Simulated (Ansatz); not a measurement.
The system is Tl.

```
Tl
1.0
     3.45600    0.00000    0.00000
    -1.72800    2.99298    0.00000
     0.00000    0.00000    5.52500
Tl
2
Direct
  0.66667 0.33333 0.75000
  0.33333 0.66667 0.25000
```

Base run:

```yaml
Program: Ansatz 0.2.0
Functional: PBE
Potentials_or_basis: Ansatz PAW
Cutoff: 420 eV
Density_cutoff: 1680 eV
k_mesh: 9 × 9 × 5
Occupations: fermi-dirac, width 0.05 eV
Spin: no spin polarisation
```

Its results: band gap on the k mesh none (metal or under the smearing width); pressure 3.4 GPa.

**Question.** The run is repeated on the same cell with these changes: functional from PBE to LDA. What comes out?

**Answer.** Band gap on the k mesh none (metal or under the smearing width); pressure -1.6 GPa.

LDA binds more tightly than PBE, so the same cell stands under less pressure.

Caveats: the PAW data sets come from PBE, with cores solved anew for the run's functional, which leaves a small shift of forces and pressure (some runs).

Not every run made on this cell is shown here.
